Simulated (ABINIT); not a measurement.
# CdF2 (Fm-3m) in ABINIT: further runs

The runs below take CdF2 through band structure, with PBE.

All numbers are computed with ABINIT 10.8.3 (patched build); they aren't measurements. Logs are shortened: lines on timing, memory, paths and dates and some standing lists are left out, and cuts for length are marked. The log counts tension as positive stress, the text compression.

### Step 1. The crystal as given

It takes space group Fm-3m (No. 225, cubic). The conventional cell has a = 5.388 Å, b = 5.388 Å, c = 5.388 Å, α = 90.00°, β = 90.00°, γ = 90.00°. Around Cd (site symmetry m-3m) lie 8 F at 2.33 Å. F (site symmetry -43m) has 4 Cd at 2.33 Å as nearest neighbours.

### Step 2. Band structure, PBE

Contents of run.abi:

```
ndtset 2

pp_dirpath "./"
pseudos "Cd.GGA_PBE-JTH.xml, F.GGA_PBE-JTH.xml"

acell 3.809891337 3.809891337 3.809891337 Angstrom
rprim
     0.0000000000     0.7071067812     0.7071067812
     0.7071067812     0.0000000000     0.7071067812
     0.7071067812     0.7071067812     0.0000000000
ntypat 2
znucl 48 9
natom 3
typat 1 2 2
xred
     0.0000000000     0.0000000000     0.0000000000
     0.7500000000     0.7500000000     0.7500000000
     0.2500000000     0.2500000000     0.2500000000

ecut 625.861884 eV
pawecutdg 45.0
pawxcdev 0

ixc 11

occopt 3
tsmear 0.05 eV

nstep 100

iomode 3
prtwf 0
prteig 0
prtebands 0
enunit 1
prtden1 1

kptopt1 1
ngkpt1 9 9 9
nshiftk1 1
shiftk1 0.0 0.0 0.0
nband1 17
tolvrs1 1.0e-9

iscf2 -2
getden2 1
nband2 23
nbdbuf2 4
tolwfr2 1.0e-11
kptopt2 -9
ndivsm2 6
prteig2 1
prtvol2 -3
kptbounds2
     0.0000000000     0.0000000000     0.0000000000
     0.5000000000     0.0000000000     0.5000000000
     0.5000000000     0.2500000000     0.7500000000
     0.3750000000     0.3750000000     0.7500000000
     0.0000000000     0.0000000000     0.0000000000
     0.5000000000     0.5000000000     0.5000000000
     0.6250000000     0.2500000000     0.6250000000
     0.5000000000     0.2500000000     0.7500000000
     0.5000000000     0.5000000000     0.5000000000
     0.3750000000     0.3750000000     0.7500000000
```

Potentials or basis: JTH PAW PBE v2.0.

Started as:

```bash
abinit run.abi > log 2>&1
```

run.abo:

```text
.Version 10.8.3 of ABINIT
 DATASET    1 : space group Fm -3 m (#225); Bravais cF (face-center cubic)
================================================================================
 Values of the parameters that define the memory need for DATASET  1.
     intxc =       0    ionmov =       0      iscf =      17    lmnmax =      18
     lnmax =       6     mgfft =      32  mpssoang =       3    mqgrid =    3001
     natom =       3  nloc_mem =       2    nspden =       1   nspinor =       1
    nsppol =       1      nsym =      48    n1xccc =       1    ntypat =       2
    occopt =       3   xclevel =       2
       mpw =        1402          nfft =       32768          nkpt =          35
 PAW method is used; the additional fine FFT grid is defined by:
   mgfftf=        45    nfftf =     91125
================================================================================
================================================================================

 DATASET    2 : space group Fm -3 m (#225); Bravais cF (face-center cubic)
================================================================================
 Values of the parameters that define the memory need for DATASET  2.
     intxc =       0    ionmov =       0      iscf =      -2    lmnmax =      18
     lnmax =       6     mgfft =      32  mpssoang =       3    mqgrid =    3001
     natom =       3  nloc_mem =       2    nspden =       1   nspinor =       1
    nsppol =       1      nsym =      48    n1xccc =       1    ntypat =       2
    occopt =       3   xclevel =       2
       mpw =        1407          nfft =       32768          nkpt =         103
 PAW method is used; the additional fine FFT grid is defined by:
   mgfftf=        45    nfftf =     91125
================================================================================
================================================================================

--------------------------------------------------------------------------------
------------- Echo of variables that govern the present computation ------------
--------------------------------------------------------------------------------
 -outvars: echo values of preprocessed input variables --------
            acell      7.1996511964E+00  7.1996511964E+00  7.1996511964E+00 Bohr
              amu      1.12411000E+02  1.89984032E+01
             ecut      2.30000000E+01 Hartree
           enunit           1
           getden1          0
           getden2          1
             iscf1         17
             iscf2         -2
              ixc          11
[... 1160 lines left out ...]

 ----iterations are completed or convergence reached----

 Mean square residual over all n,k,spin=   44.313E-13; max=  99.958E-13
 reduced coordinates (array xred) for    3 atoms
       0.000000000000      0.000000000000      0.000000000000
       0.750000000000      0.750000000000      0.750000000000
       0.250000000000      0.250000000000      0.250000000000

 cartesian coordinates (angstrom) at end:
    1      0.00000000000000     0.00000000000000     0.00000000000000
    2      4.04100000004175     4.04100000004175     4.04100000004175
    3      1.34700000001392     1.34700000001392     1.34700000001392
 length scales=  7.199651196399  7.199651196399  7.199651196399 bohr
              =  3.809891337000  3.809891337000  3.809891337000 angstroms
 Eigenvalues (   eV  ) for nkpt= 103  k points:
 kpt#   1, nband= 23, wtk=  1.00000, kpt=  0.0000  0.0000  0.0000 (reduced coord)
 -19.47568  -18.37743   -4.26530   -4.26530   -4.26530   -3.05734   -3.05734    0.35535
   0.35535    0.35535    0.85278    0.85278    0.85278    4.41367   14.02336   14.02336
  14.02336   18.84376   20.76358   21.25198   21.25198   24.76230   24.76230
 kpt#   2, nband= 23, wtk=  1.00000, kpt=  0.0294  0.0000  0.0294 (reduced coord)
 -19.47192  -18.38068   -4.26049   -4.26049   -4.25331   -3.06151   -3.05637    0.31688
   0.34316    0.34316    0.85268    0.85367    0.85367    4.46032   13.96049   14.03927
  14.03927   18.93327   20.76700   21.17295   21.25825   24.72472   24.77565
 kpt#   3, nband= 23, wtk=  1.00000, kpt=  0.0588  0.0000  0.0588 (reduced coord)
 -19.46082  -18.39033   -4.24608   -4.24608   -4.21769   -3.07432   -3.05345    0.20744
   0.30597    0.30597    0.85233    0.85735    0.85735    4.59447   13.78721   14.08623
  14.08623   19.17324   20.75515   20.98848   21.27705   24.60151   24.81632
 kpt#   4, nband= 23, wtk=  1.00000, kpt=  0.0882  0.0000  0.0882 (reduced coord)
 -19.44273  -18.40599   -4.22209   -4.22209   -4.15947   -3.09631   -3.04874    0.04284
   0.24253    0.24253    0.85174    0.86598    0.86598    4.80189   13.53827   14.16195
  14.16195   19.46274   20.57471   20.95624   21.30826   24.40932   24.88819
 kpt#   5, nband= 23, wtk=  1.00000, kpt=  0.1176  0.0000  0.1176 (reduced coord)
[... 381 lines left out ...]
  -0.91773   -0.79132    0.06244    0.95529    1.07198    9.02889   11.46196   13.51373
  15.85508   16.38103   20.61498   20.74136   22.94038   23.24118   23.65906
 kpt# 101, nband= 23, wtk=  1.00000, kpt=  0.4000  0.4000  0.7000 (reduced coord)
 -18.91008  -18.85529   -3.80981   -3.53471   -3.15384   -3.11992   -2.97965   -2.04912
  -1.01437   -0.83466    0.16404    0.96907    1.09825    9.14201   11.72597   13.06052
  15.84746   16.12525   20.61841   21.07883   22.68572   23.02895   23.85908
 kpt# 102, nband= 23, wtk=  1.00000, kpt=  0.3875  0.3875  0.7250 (reduced coord)
 -18.91891  -18.84216   -3.82573   -3.47150   -3.13871   -3.12831   -3.01961   -2.05479
  -1.10650   -0.89942    0.27165    0.98061    1.12248    9.23695   11.99658   12.64592
  15.83160   15.93206   20.62072   21.43641   22.44423   22.85068   23.98296
 kpt# 103, nband= 23, wtk=  1.00000, kpt=  0.3750  0.3750  0.7500 (reduced coord)
 -18.93208  -18.82613   -3.84866   -3.43192   -3.13949   -3.11747   -3.03141   -2.04259
  -1.18701   -0.97448    0.38084    0.98842    1.14326    9.29545   12.08418   12.47588
  15.79795   15.80579   20.62216   21.78407   22.22484   22.73241   24.05086

== END DATASET(S) ==============================================================
================================================================================

 -outvars: echo values of variables after computation  --------
            acell      7.1996511964E+00  7.1996511964E+00  7.1996511964E+00 Bohr
           etotal1    -9.6404964946E+01
            fcart1     6.8868632076E-31  2.0660589623E-31 -1.0330294811E-30
                       1.7217158019E-31 -3.0990884434E-31  5.1651474057E-31
                      -8.6085790095E-31  1.0330294811E-31  5.1651474057E-31
            rprim      0.0000000000E+00  7.0710678120E-01  7.0710678120E-01
                       7.0710678120E-01  0.0000000000E+00  7.0710678120E-01
                       7.0710678120E-01  7.0710678120E-01  0.0000000000E+00
           strten1    -1.7409792452E-04 -1.7409792452E-04 -1.7409792452E-04
                       0.0000000000E+00  0.0000000000E+00  0.0000000000E+00
           xangst      0.0000000000E+00  0.0000000000E+00  0.0000000000E+00
                       4.0410000000E+00  4.0410000000E+00  4.0410000000E+00
                       1.3470000000E+00  1.3470000000E+00  1.3470000000E+00
             xred      0.0000000000E+00  0.0000000000E+00  0.0000000000E+00
                       7.5000000000E-01  7.5000000000E-01  7.5000000000E-01
                       2.5000000000E-01  2.5000000000E-01  2.5000000000E-01
 Calculation completed.
```

Wall time 91 s (1 thread of Arm Neoverse V2, shared host); peak memory 0.15 GiB.

What came out:

```
Free energy                                           : -2623.3127 eV
Pressure                                              : 5.1 GPa
Band gap on the k mesh                                : 3.10 eV, indirect (least direct gap 3.56 eV)
Band gap along the path                               : 3.07 eV, indirect (least direct gap 3.56 eV)
Valence electrons inside the program's atomic spheres : Cd 10.27; F 5.66
```

Levels at the corners of the path, in eV from the valence-band top:
```csv
point,band 10,band 11,band 12,band 13,band 14,band 15,band 16,band 17
Γ,-0.99,-0.49,-0.49,-0.49,3.07,12.68,12.68,12.68
X,-2.96,-0.52,-0.09,-0.09,8.00,9.66,11.94,14.27
W,-1.53,-1.53,-0.61,0.00,8.06,11.51,11.68,11.68
K,-2.32,-0.96,-0.35,-0.20,7.95,10.74,11.13,14.46
Γ,-0.99,-0.49,-0.49,-0.49,3.07,12.68,12.68,12.68
L,-1.85,-1.85,-0.39,-0.39,7.17,9.15,14.49,14.49
U,-2.32,-0.96,-0.35,-0.20,7.95,10.74,11.13,14.46
W,-1.53,-1.53,-0.61,0.00,8.06,11.51,11.68,11.68
L,-1.85,-1.85,-0.39,-0.39,7.17,9.15,14.49,14.49
K,-2.32,-0.96,-0.35,-0.20,7.95,10.74,11.13,14.46
```

Expect the measured gap to be larger: semilocal functionals such as PBE lack the derivative discontinuity.

### Step 3. Band structure, PBE, spin-orbit coupling, no magnetisation

run.abi: that of step 2 with these lines changed.

```diff
@@ -28,2 +28,6 @@
 
+nspinor 2
+nspden 1
+pawspnorb 1
+
 nstep 100
@@ -37,3 +41,3 @@
 
-kptopt1 1
+kptopt1 4
 ngkpt1 9 9 9
@@ -41,3 +45,3 @@
 shiftk1 0.0 0.0 0.0
-nband1 17
+nband1 34
 tolvrs1 1.0e-9
@@ -46,4 +50,4 @@
 getden2 1
-nband2 23
-nbdbuf2 4
+nband2 46
+nbdbuf2 8
 tolwfr2 1.0e-11
```

Potentials or basis: JTH PAW PBE v2.0.

Started as:

```bash
abinit run.abi > log 2>&1
```

run.abo:

```text
.Version 10.8.3 of ABINIT
 DATASET    1 : space group F4 3 2 (#209); Bravais cF (face-center cubic)
================================================================================
 Values of the parameters that define the memory need for DATASET  1.
     intxc =       0    ionmov =       0      iscf =      17    lmnmax =      18
     lnmax =       6     mgfft =      32  mpssoang =       3    mqgrid =    3001
     natom =       3  nloc_mem =       2    nspden =       1   nspinor =       2
    nsppol =       1      nsym =      24    n1xccc =       1    ntypat =       2
    occopt =       3   xclevel =       2
       mpw =        1411          nfft =       32768          nkpt =          39
 PAW method is used; the additional fine FFT grid is defined by:
   mgfftf=        45    nfftf =     91125
================================================================================
================================================================================

 DATASET    2 : space group F4 3 2 (#209); Bravais cF (face-center cubic)
================================================================================
 Values of the parameters that define the memory need for DATASET  2.
     intxc =       0    ionmov =       0      iscf =      -2    lmnmax =      18
     lnmax =       6     mgfft =      32  mpssoang =       3    mqgrid =    3001
     natom =       3  nloc_mem =       2    nspden =       1   nspinor =       2
    nsppol =       1      nsym =      24    n1xccc =       1    ntypat =       2
    occopt =       3   xclevel =       2
       mpw =        1411          nfft =       32768          nkpt =         103
 PAW method is used; the additional fine FFT grid is defined by:
   mgfftf=        45    nfftf =     91125
================================================================================
================================================================================

--------------------------------------------------------------------------------
[... 1934 lines left out ...]
 -19.47703  -19.47703  -18.37891  -18.37891   -4.41181   -4.41181   -4.41181   -4.41181
  -4.10071   -4.10071   -3.01496   -3.01496   -3.01496   -3.01496    0.29968    0.29968
   0.38052    0.38052    0.38052    0.38052    0.82144    0.82144    0.82144    0.82144
   0.93918    0.93918    4.41315    4.41315   13.60507   13.60507   14.21570   14.21570
  14.21570   14.21570   18.84360   18.84360   20.76009   20.76009   21.25113   21.25113
  21.25113   21.25113   24.75319   24.75382   24.76099   24.77707
 kpt#   2, nband= 46, wtk=  1.00000, kpt=  0.0294  0.0000  0.0294 (reduced coord)
 -19.47328  -19.47328  -18.38216  -18.38216   -4.40743   -4.40743   -4.40293   -4.40293
  -4.09318   -4.09318   -3.01880   -3.01880   -3.01347   -3.01347    0.27615    0.27615
   0.35358    0.35358    0.36851    0.36851    0.82209    0.82209    0.82232    0.82232
   0.93896    0.93896    4.45977    4.45977   13.59610   13.59610   14.17785   14.17785
  14.23131   14.23131   18.93312   18.93312   20.76351   20.76351   21.17205   21.17205
  21.25739   21.25739   24.72152   24.73896   24.76827   24.77171
 kpt#   3, nband= 46, wtk=  1.00000, kpt=  0.0588  0.0000  0.0588 (reduced coord)
 -19.46218  -19.46218  -18.39181  -18.39181   -4.39434   -4.39434   -4.37698   -4.37698
  -4.07032   -4.07032   -3.03062   -3.03062   -3.00900   -3.00900    0.18754    0.18754
[... 690 lines left out ...]
 kpt# 102, nband= 46, wtk=  1.00000, kpt=  0.3875  0.3875  0.7250 (reduced coord)
 -18.92042  -18.92042  -18.84362  -18.84362   -3.96783   -3.96783   -3.49319   -3.49319
  -3.40209   -3.40209   -2.95410   -2.95410   -2.82674   -2.82674   -2.03480   -2.03480
  -1.11047   -1.11047   -0.88516   -0.88516    0.26994    0.26994    0.97802    0.97802
   1.13031    1.13031    9.23606    9.23606   11.97416   11.97416   12.64123   12.64123
  15.73290   15.73290   16.02657   16.02657   20.61709   20.61709   21.43354   21.43354
  22.44363   22.44363   22.85023   22.85023   23.97897   23.97897
 kpt# 103, nband= 46, wtk=  1.00000, kpt=  0.3750  0.3750  0.7500 (reduced coord)
 -18.93359  -18.93359  -18.82759  -18.82759   -3.97692   -3.97692   -3.49192   -3.49192
  -3.38168   -3.38168   -2.94714   -2.94714   -2.83334   -2.83334   -2.02097   -2.02097
  -1.18991   -1.18991   -0.96068   -0.96068    0.37907    0.37907    0.98582    0.98582
   1.15089    1.15089    9.29462    9.29462   12.04967   12.04967   12.48469   12.48469
  15.65950   15.65950   15.93888   15.93888   20.61854   20.61854   21.78016   21.78016
  22.22430   22.22430   22.73222   22.73222   24.04715   24.04715

== END DATASET(S) ==============================================================
================================================================================

 -outvars: echo values of variables after computation  --------
            acell      7.1996511964E+00  7.1996511964E+00  7.1996511964E+00 Bohr
           etotal1    -9.6405915255E+01
            fcart1    -0.0000000000E+00 -0.0000000000E+00 -0.0000000000E+00
                      -0.0000000000E+00 -0.0000000000E+00 -0.0000000000E+00
                      -0.0000000000E+00 -0.0000000000E+00 -0.0000000000E+00
            rprim      0.0000000000E+00  7.0710678120E-01  7.0710678120E-01
                       7.0710678120E-01  0.0000000000E+00  7.0710678120E-01
                       7.0710678120E-01  7.0710678120E-01  0.0000000000E+00
           strten1    -1.7317986748E-04 -1.7317986748E-04 -1.7317986748E-04
                       0.0000000000E+00  0.0000000000E+00  0.0000000000E+00
           xangst      0.0000000000E+00  0.0000000000E+00  0.0000000000E+00
                       4.0410000000E+00  4.0410000000E+00  4.0410000000E+00
                       1.3470000000E+00  1.3470000000E+00  1.3470000000E+00
             xred      0.0000000000E+00  0.0000000000E+00  0.0000000000E+00
                       7.5000000000E-01  7.5000000000E-01  7.5000000000E-01
                       2.5000000000E-01  2.5000000000E-01  2.5000000000E-01
 Calculation completed.
```

Run time: 11 min. Hardware: 1 thread of Arm Neoverse V2, shared host; peak memory 0.3 GiB.

What came out:

```
Free energy                                           : -2623.3386 eV
Pressure                                              : 5.1 GPa
Band gap on the k mesh                                : 3.10 eV, indirect (least direct gap 3.47 eV)
Band gap along the path                               : 3.07 eV, indirect (least direct gap 3.47 eV)
Valence electrons inside the program's atomic spheres : Cd 10.27; F 5.66
```

Levels at the corners of the path, in eV from the valence-band top:
```
point  band 23  band 24  band 25  band 26  band 27  band 28  band 29  band 30
    Γ    -0.52    -0.52    -0.41    -0.41     3.07     3.07    12.26    12.26
    X    -0.13    -0.13    -0.05    -0.05     7.99     7.99     9.63     9.63
    W    -0.62    -0.62     0.00     0.00     8.06     8.06    11.44    11.44
    K    -0.36    -0.36    -0.19    -0.19     7.95     7.95    10.71    10.71
    Γ    -0.52    -0.52    -0.41    -0.41     3.07     3.07    12.26    12.26
    L    -0.45    -0.45    -0.32    -0.32     7.17     7.17     9.14     9.14
    U    -0.36    -0.36    -0.19    -0.19     7.95     7.95    10.71    10.71
    W    -0.62    -0.62     0.00     0.00     8.06     8.06    11.44    11.44
    L    -0.45    -0.45    -0.32    -0.32     7.17     7.17     9.14     9.14
    K    -0.36    -0.36    -0.19    -0.19     7.95     7.95    10.71    10.71
```

Expect the measured gap to be larger: semilocal functionals such as PBE lack the derivative discontinuity.
